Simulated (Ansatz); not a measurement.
**AlCo: a shear that moves c along a**

A series on AlCo: a shear that moves c along a, +0 to +6 %; the cell is held and the atoms relax. Wanted: energy, stress and any gap along the series.

Computed with Ansatz 0.2.0 (DFT PBE, scalar-relativistic, plane waves, PAW, unless a step's input says otherwise).

2 further runs of the same task are left out: 2 set aside as unsound or not needed.

## (1) The system as given

It takes space group Pm-3m (No. 221, cubic). Conventional cell: a = 2.852 Å, b = 2.852 Å, c = 2.852 Å, α = 90.00°, β = 90.00°, γ = 90.00°. Al (site symmetry m-3m) has 8 Co at 2.47 Å as nearest neighbours. Co (site symmetry m-3m) has 8 Al at 2.47 Å as nearest neighbours.

Coordinates:

```cif
data_structure
_symmetry_space_group_name_H-M 'Pm-3m'
_symmetry_Int_Tables_number 221
_cell_length_a 2.8519
_cell_length_b 2.8519
_cell_length_c 2.8519
_cell_angle_alpha 90.000
_cell_angle_beta 90.000
_cell_angle_gamma 90.000
_cell_volume 23.20
loop_
_atom_site_label
_atom_site_type_symbol
_atom_site_symmetry_multiplicity
_atom_site_Wyckoff_symbol
_atom_site_fract_x
_atom_site_fract_y
_atom_site_fract_z
_atom_site_occupancy
Al1 Al 1 a 0.00000 0.00000 0.00000 1
Co1 Co 1 b 0.50000 0.50000 0.50000 1
```

It goes back to an entry of the Materials Project.

This cell was relaxed beforehand with the same method: volume 11.60 Å³/atom, gap on the mesh none (metal).

The unstrained cell comes from an earlier run at this level (2 atoms, E(σ→0) -5664.8389 eV, gap none (metal)).

## (2) At +1.0 %

Contents of input.yaml:

```yaml
crystal:
  lattice:
    - [2.8519023816, 0.0, 0.0]
    - [0.0, 2.8519023816, 0.0]
    - [0.0285190238, 0.0, 2.8519023816]
  atoms:
    - { symbol: Al, position: [0.0, 0.0, 0.0] }
    - { symbol: Co, position: [0.5, 0.5, 0.5] }
basis:
  ecutwfc: 420
kpoints:
  mp_grid: { grid: [18, 18, 18] }
hamiltonian:
  xc: pbe
scf:
  occupations: { method: gaussian, width: 0.1 }
output:
  forces: true
  stress: true
  eigenvalues: true
```

The run is started by

```sh
> ansatz run input.yaml --threads 1 --pin off --max-ram 2560MiB --backend cpu --events-out ev --progress --plain --runs-dir out
```

Output, cut to the lines that bear on the results:

```text
Warning: RAYON_NUM_THREADS=1 ignored (pool sized by the plan → 1); use --threads N
[...]
Pseudopotentials: kind: paw
Pseudopotential: Al, paw, valence charge 3, recommended cutoff 420 eV (normal), Al.paw.azcp
Pseudopotential: Co, paw, valence charge 17, recommended cutoff 420 eV (normal), Co.paw.azcp
Functional definition: PBE
[...]
Crystal: 2 atoms, lattice volume = 23.196 Å³
Basis set: ecut = 420 eV, 461 PW (Γ), exchange–correlation on 40×40×40 points (8 copies of the dense FFT grid, shifted against one another)
Bands: 14, of which v1, the nominal top of the filled ones, is band 10 counted from 1 (9 counted from 0)
Symmetry: 4 space group operations
Space group: P2/m (ITA 10), of the structure as read, at distance tolerance 2.9e-5 Å
k-points: 1640 of 5832
[...]
SCF iter   1: F=—  HF=-5664.840971 eV  |F-HF|=—  |Δ(HF+E_count)|=         —  Δρ=9.73e-3  dr2=1.52e-2  ethr=1.77e-3  ⟨swp⟩=4.2  Hψ=105334  notcnv=0
[...]
SCF iter   6: F=-5664.839534 eV  HF=-5664.839534 eV  |F-HF|=8.73e-9  |Δ(HF+E_count)|=   7.11e-9  Δρ=9.22e-6  dr2=9.10e-9  ethr=4.53e-10  ⟨swp⟩=2.8  Hψ=74002  notcnv=0
the search or the solves at the SCF's close seem to have found levels that the self-consistency loop had missed (the run counts 1). By its estimate they hold under 1e-12 electrons; where the run keeps them, the occupations were computed again with them
[...]
SCF converged after 6 iterations
Free energy (F): -5664.839534 eV
[...]
E sigma→0 (E₀):  -5664.837841 eV
Entropy (-TS):   -0.003386 eV (-1.693 meV/atom)
Fermi energy:    14.452437 eV
[...]
--- Forces (eV/Å), atoms counted from 1 ---
  atom   1  Al     0.00000000     0.00000000     0.00000000
  atom   2  Co     0.00000000     0.00000000     0.00000000
[...]
--- Stress (GPa, compression-positive) ---
       -0.021359       0.000000      -1.423499
        0.000000      -0.003572       0.000000
       -1.423499       0.000000      -0.001693
  P = ⅓ Tr σ = -0.0089 GPa (-0.089 kbar)
--- Band table (eV; the first three rows and the last of 1640) ---
  k-point 0: bands = ["-80.2880", "-43.5836", "-43.5810", "-43.5782", "3.3635", "11.4838", "11.4845", "13.5991", "13.6127", "13.6272", "20.3503", "20.3787", "20.4090", "23.1392"]
[...]
```

It took 23 s on 1 thread of AMD EPYC 7R13 (Zen 3), shared host; peak memory 0.81 GiB.

The cell is held at each strain. Atoms start from the nearest strain of the same sign that is done. Symmetry fixes all atoms here, so a single point is enough.

## (3) At +2.0 %

input.yaml: that of step 2 with these lines changed.

```diff
@@ -4,3 +4,3 @@
     - [0.0, 2.8519023816, 0.0]
-    - [0.0285190238, 0.0, 2.8519023816]
+    - [0.0570380476, 0.0, 2.8519023816]
   atoms:
```

The run is started by

```sh
> ansatz run input.yaml --threads 1 --pin off --max-ram 2560MiB --backend cpu --events-out ev --progress --plain --runs-dir out
```

Output, cut to the lines that bear on the results:

```text
Warning: RAYON_NUM_THREADS=1 ignored (pool sized by the plan → 1); use --threads N
[...]
[... 4 set-up lines as earlier in the session ...]
[...]
Crystal: 2 atoms, lattice volume = 23.196 Å³
Basis set: ecut = 420 eV, 461 PW (Γ), exchange–correlation on 40×40×40 points (8 copies of the dense FFT grid, shifted against one another)
Bands: 14, of which v1, the nominal top of the filled ones, is band 10 counted from 1 (9 counted from 0)
[... 2 set-up lines as earlier in the session ...]
k-points: 1640 of 5832
[...]
SCF iter   1: F=—  HF=-5664.837880 eV  |F-HF|=—  |Δ(HF+E_count)|=         —  Δρ=9.72e-3  dr2=1.51e-2  ethr=1.77e-3  ⟨swp⟩=4.2  Hψ=105457  notcnv=0
[...]
SCF iter   6: F=-5664.836447 eV  HF=-5664.836447 eV  |F-HF|=8.70e-9  |Δ(HF+E_count)|=   7.34e-9  Δρ=9.24e-6  dr2=9.10e-9  ethr=4.46e-10  ⟨swp⟩=2.7  Hψ=73861  notcnv=0
[...]
SCF converged after 6 iterations
Free energy (F): -5664.836447 eV
[...]
E sigma→0 (E₀):  -5664.834733 eV
Entropy (-TS):   -0.003428 eV (-1.714 meV/atom)
Fermi energy:    14.453318 eV
[...]
--- Forces (eV/Å), atoms counted from 1 ---
  atom   1  Al     0.00000000     0.00000000     0.00000000
  atom   2  Co     0.00000000     0.00000000     0.00000000
[...]
--- Stress (GPa, compression-positive) ---
       -0.010780       0.000000      -2.841339
        0.000000       0.059673       0.000000
       -2.841339       0.000000       0.067757
  P = ⅓ Tr σ = 0.0389 GPa (0.389 kbar)
--- Band table (eV; the first three rows and the last of 1640) ---
  k-point 0: bands = ["-80.2877", "-43.5860", "-43.5811", "-43.5751", "3.3636", "11.4832", "11.4860", "13.5846", "13.6111", "13.6408", "20.3236", "20.3788", "20.4411", "23.1406"]
[...]
```

Wall time 18 s (1 thread of AMD EPYC 7R13 (Zen 3), shared host); peak memory 0.77 GiB.

## (4) At +3.0 %

input.yaml: that of step 3 with these lines changed.

```diff
@@ -4,3 +4,3 @@
     - [0.0, 2.8519023816, 0.0]
-    - [0.0570380476, 0.0, 2.8519023816]
+    - [0.0855570714, 0.0, 2.8519023816]
   atoms:
```

The run is started by

```sh
> ansatz run input.yaml --threads 1 --pin off --max-ram 2560MiB --backend cpu --events-out ev --progress --plain --runs-dir out
```

Output, cut to the lines that bear on the results:

```text
Warning: RAYON_NUM_THREADS=1 ignored (pool sized by the plan → 1); use --threads N
[...]
[... 4 set-up lines as earlier in the session ...]
[...]
Crystal: 2 atoms, lattice volume = 23.196 Å³
Basis set: ecut = 420 eV, 461 PW (Γ), exchange–correlation on 40×40×40 points (8 copies of the dense FFT grid, shifted against one another)
Bands: 14, of which v1, the nominal top of the filled ones, is band 10 counted from 1 (9 counted from 0)
[... 2 set-up lines as earlier in the session ...]
k-points: 1640 of 5832
[...]
SCF iter   1: F=—  HF=-5664.832735 eV  |F-HF|=—  |Δ(HF+E_count)|=         —  Δρ=9.71e-3  dr2=1.51e-2  ethr=1.77e-3  ⟨swp⟩=4.2  Hψ=105448  notcnv=0
[...]
SCF iter   6: F=-5664.831310 eV  HF=-5664.831310 eV  |F-HF|=8.34e-9  |Δ(HF+E_count)|=   7.25e-9  Δρ=9.10e-6  dr2=8.78e-9  ethr=4.38e-10  ⟨swp⟩=2.7  Hψ=73697  notcnv=0
[...]
SCF converged after 6 iterations
Free energy (F): -5664.831310 eV
[...]
E sigma→0 (E₀):  -5664.829571 eV
Entropy (-TS):   -0.003479 eV (-1.739 meV/atom)
Fermi energy:    14.454453 eV
[...]
--- Forces (eV/Å), atoms counted from 1 ---
  atom   1  Al     0.00000000     0.00000000     0.00000000
  atom   2  Co     0.00000000     0.00000000     0.00000000
[...]
--- Stress (GPa, compression-positive) ---
        0.006149      -0.000000      -4.250627
       -0.000000       0.164183       0.000000
       -4.250627       0.000000       0.182685
  P = ⅓ Tr σ = 0.1177 GPa (1.177 kbar)
--- Band table (eV; the first three rows and the last of 1640) ---
  k-point 0: bands = ["-80.2873", "-43.5883", "-43.5812", "-43.5719", "3.3639", "11.4821", "11.4884", "13.5697", "13.6082", "13.6541", "20.2985", "20.3789", "20.4753", "23.1429"]
[...]
```

It took 16 s on 1 thread of AMD EPYC 7R13 (Zen 3), shared host; peak memory 0.78 GiB.

## (5) The cell strained by +4.0 %

input.yaml: that of step 4 with these lines changed.

```diff
@@ -4,3 +4,3 @@
     - [0.0, 2.8519023816, 0.0]
-    - [0.0855570714, 0.0, 2.8519023816]
+    - [0.1140760953, 0.0, 2.8519023816]
   atoms:
```

The run is started by

```sh
> ansatz run input.yaml --threads 1 --pin off --max-ram 2560MiB --backend cpu --events-out ev --progress --plain --runs-dir out
```

Output, cut to the lines that bear on the results:

```text
Warning: RAYON_NUM_THREADS=1 ignored (pool sized by the plan → 1); use --threads N
[...]
[... 4 set-up lines as earlier in the session ...]
[...]
Crystal: 2 atoms, lattice volume = 23.196 Å³
Basis set: ecut = 420 eV, 457 PW (Γ), exchange–correlation on 40×40×40 points (8 copies of the dense FFT grid, shifted against one another)
Bands: 14, of which v1, the nominal top of the filled ones, is band 10 counted from 1 (9 counted from 0)
[... 2 set-up lines as earlier in the session ...]
k-points: 1640 of 5832
[...]
SCF iter   1: F=—  HF=-5664.825566 eV  |F-HF|=—  |Δ(HF+E_count)|=         —  Δρ=9.72e-3  dr2=1.51e-2  ethr=1.77e-3  ⟨swp⟩=4.2  Hψ=105484  notcnv=0
[...]
SCF iter   6: F=-5664.824144 eV  HF=-5664.824144 eV  |F-HF|=7.56e-9  |Δ(HF+E_count)|=   7.15e-9  Δρ=8.74e-6  dr2=8.03e-9  ethr=4.21e-10  ⟨swp⟩=2.7  Hψ=74170  notcnv=0
[...]
SCF converged after 6 iterations
Free energy (F): -5664.824144 eV
[...]
E sigma→0 (E₀):  -5664.822382 eV
Entropy (-TS):   -0.003525 eV (-1.762 meV/atom)
Fermi energy:    14.455368 eV
[...]
--- Forces (eV/Å), atoms counted from 1 ---
  atom   1  Al     0.00000000     0.00000000     0.00000000
  atom   2  Co     0.00000000     0.00000000     0.00000000
[...]
--- Stress (GPa, compression-positive) ---
        0.028657      -0.000000      -5.651298
       -0.000000       0.308267       0.000000
       -5.651298       0.000000       0.342201
  P = ⅓ Tr σ = 0.2264 GPa (2.264 kbar)
--- Band table (eV; the first three rows and the last of 1640) ---
  k-point 0: bands = ["-80.2869", "-43.5907", "-43.5816", "-43.5687", "3.3641", "11.4805", "11.4916", "13.5543", "13.6040", "13.6668", "20.2751", "20.3790", "20.5114", "23.1461"]
[...]
```

It took 16 s on 1 thread of AMD EPYC 7R13 (Zen 3), shared host; peak memory 0.77 GiB.

## (6) The cell strained by +6.0 %

input.yaml: that of step 5 with these lines changed.

```diff
@@ -4,3 +4,3 @@
     - [0.0, 2.8519023816, 0.0]
-    - [0.1140760953, 0.0, 2.8519023816]
+    - [0.1711141429, 0.0, 2.8519023816]
   atoms:
```

The run is started by

```sh
> ansatz run input.yaml --threads 1 --pin off --max-ram 2560MiB --backend cpu --events-out ev --progress --plain --runs-dir out
```

Output, cut to the lines that bear on the results:

```text
Warning: RAYON_NUM_THREADS=1 ignored (pool sized by the plan → 1); use --threads N
[...]
[... 4 set-up lines as earlier in the session ...]
[...]
Crystal: 2 atoms, lattice volume = 23.196 Å³
Basis set: ecut = 420 eV, 449 PW (Γ), exchange–correlation on 40×40×40 points (8 copies of the dense FFT grid, shifted against one another)
Bands: 14, of which v1, the nominal top of the filled ones, is band 10 counted from 1 (9 counted from 0)
[... 2 set-up lines as earlier in the session ...]
k-points: 1640 of 5832
[...]
SCF iter   1: F=—  HF=-5664.805193 eV  |F-HF|=—  |Δ(HF+E_count)|=         —  Δρ=9.78e-3  dr2=1.54e-2  ethr=1.77e-3  ⟨swp⟩=4.2  Hψ=105548  notcnv=0
[...]
SCF iter   6: F=-5664.803747 eV  HF=-5664.803747 eV  |F-HF|=7.60e-9  |Δ(HF+E_count)|=   7.32e-9  Δρ=8.82e-6  dr2=8.20e-9  ethr=4.30e-10  ⟨swp⟩=2.8  Hψ=74076  notcnv=0
[...]
SCF converged after 6 iterations
Free energy (F): -5664.803747 eV
[...]
E sigma→0 (E₀):  -5664.801951 eV
Entropy (-TS):   -0.003593 eV (-1.796 meV/atom)
Fermi energy:    14.454936 eV
[...]
--- Forces (eV/Å), atoms counted from 1 ---
  atom   1  Al     0.00000000     0.00000000     0.00000000
  atom   2  Co     0.00000000     0.00000000     0.00000000
[...]
--- Stress (GPa, compression-positive) ---
        0.090774      -0.000000      -8.433165
       -0.000000       0.709483       0.000000
       -8.433165       0.000000       0.794693
  P = ⅓ Tr σ = 0.5316 GPa (5.316 kbar)
--- Band table (eV; the first three rows and the last of 1640) ---
  k-point 0: bands = ["-80.2870", "-43.5962", "-43.5837", "-43.5630", "3.3650", "11.4751", "11.5000", "13.5218", "13.5913", "13.6903", "20.2328", "20.3795", "20.5901", "23.1550"]
[...]
```

Wall time 17 s (1 thread of AMD EPYC 7R13 (Zen 3), shared host); peak memory 0.8 GiB.

## (7) The series

| strain (%) | ΔE (meV/atom) | a (Å) | b (Å) | c (Å) | σxx | σyy | σzz | σyz | σxz | σxy |
| --- | --- | --- | --- | --- | --- | --- | --- | --- | --- | --- |
| +0.0 | 0.0 | 2.852 | 2.852 | 2.852 | -0.02 | -0.02 | -0.02 | 0.00 | 0.00 | 0.00 |
| +1.0 | 0.5 | 2.852 | 2.852 | 2.852 | -0.02 | 0.00 | 0.00 | 0.00 | -1.42 | 0.00 |
| +2.0 | 2.1 | 2.852 | 2.852 | 2.852 | -0.01 | 0.06 | 0.07 | 0.00 | -2.84 | 0.00 |
| +3.0 | 4.7 | 2.852 | 2.852 | 2.853 | 0.01 | 0.16 | 0.18 | 0.00 | -4.25 | 0.00 |
| +4.0 | 8.3 | 2.852 | 2.852 | 2.854 | 0.03 | 0.31 | 0.34 | 0.00 | -5.65 | 0.00 |
| +6.0 | 18.5 | 2.852 | 2.852 | 2.857 | 0.09 | 0.71 | 0.79 | 0.00 | -8.43 | 0.00 |

ΔE is over the unstrained cell. Stress in GPa, positive in compression, on the Cartesian axes of the input. 

## (8) Results

```
                                  quantity                    value
                       largest energy cost  18.5 meV/atom at +6.0 %
(1/V) d²E/dε², parabola through all points                  141 GPa
```

**Reading.** A parabola through all points has a curvature of 141 GPa, a rough value of the shear constant of this plane and direction. Spin polarisation is off in the runs that give these values; a magnetic solution could lie lower.
